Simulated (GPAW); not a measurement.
The system is AlN.

```xyz
4
Lattice="3.1130 0.0000 0.0000 -1.5565 2.6959 0.0000 0.0000 0.0000 4.9810" Properties=species:S:1:pos:R:3 pbc="T T T"
Al    1.5565    0.8986    2.4905
Al    0.0000    1.7973    0.0000
N     1.5565    0.8986    4.3833
N     0.0000    1.7973    1.8928
```

Program: GPAW 26.7.0. Alike in all runs: task band structure; no spin polarisation; cell as given; k mesh 7 × 7 × 4; cutoff (eV) 800; smearing fermi-dirac 0.05 eV.

Question: Order these runs on this cell by their pressure, lowest first.
A. level SOGGA; potentials or basis PAW data sets generated in the run's folder for this functional, pw; band points 100
B. level PBE; potentials or basis PAW data sets generated in the run's folder for this functional, pw; band points 60
C. level LDA; potentials or basis JTH PAW 2.0, LDA, pw; band points 80; data set Al jth, N jth

Answer: C (-5.2 GPa), A (0.8 GPa), B (4.6 GPa).

Caveats: the program truncates these outside data sets (some runs).

Not every run made on this cell is shown here.
